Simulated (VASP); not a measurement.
Write the native input for VASP 6.6.1 that does the following.

| Item | Value |
| --- | --- |
| Task | single point |
| Functional | PBEsol |
| Potentials or basis | VASP PAW PBE potentials, release 64 (B, N) |
| Cutoff | 520 eV |
| k mesh | 12 × 12 × 4 |
| Occupations | gaussian, width 0.02 eV |
| Spin | no spin polarisation |
| Dipole correction | no |
| Further INCAR settings | ALGO = Normal; EDIFF = 1e-07; NBANDS = 16 |

The structure of BN lies in POSCAR:

```
BN
1.0
    2.5043488508      0.0000000000      0.0000000000
   -1.2521744254      2.1688297247      0.0000000000
    0.0000000000      0.0000000000      7.0190941495
B N
2 2
Direct
    0.3333333333      0.6666666667      0.2500000000
    0.6666666667      0.3333333333      0.7500000000
    0.3333333333      0.6666666667      0.7500000000
    0.6666666667      0.3333333333      0.2500000000
```

The input as run:

INCAR

```
ALGO = Normal ; EDIFF = 1E-7
ENCUT = 520 ; GGA = PS
ISIF = 2 ; ISMEAR = 0
LASPH = True ; LCHARG = True
LELF = True ; LREAL = False
LVHAR = True ; LWAVE = False
NBANDS = 16 ; NELM = 100
PREC = Accurate ; SIGMA = 0.02
```

KPOINTS

```
k-points
0
Gamma
  12 12 4
```

Potentials or basis: VASP PAW PBE potentials, release 64 (B, N).

The run is started by

```console
$ cat potpaw_PBE.64/B/POTCAR potpaw_PBE.64/N/POTCAR > POTCAR
$ mpirun -np 1 vasp_std > vasp.out
```

It gave:

```yaml
Pressure: 0.3 GPa
Band_gap_on_the_k_mesh: 4.26 eV, indirect (least direct gap 4.60 eV)
```

Caveat: the PAW data sets were made with another functional, which shifts forces and pressure a little; this functional lacks dispersion, which binds the layers, so the pressure and a relaxed spacing across them are unreliable.

Run time: 28 s on 1 thread of Intel(R) Xeon(R) Platinum 8375C CPU @ 2.90GHz (Ice Lake), with other jobs on the host, peak memory 0.16 GiB.
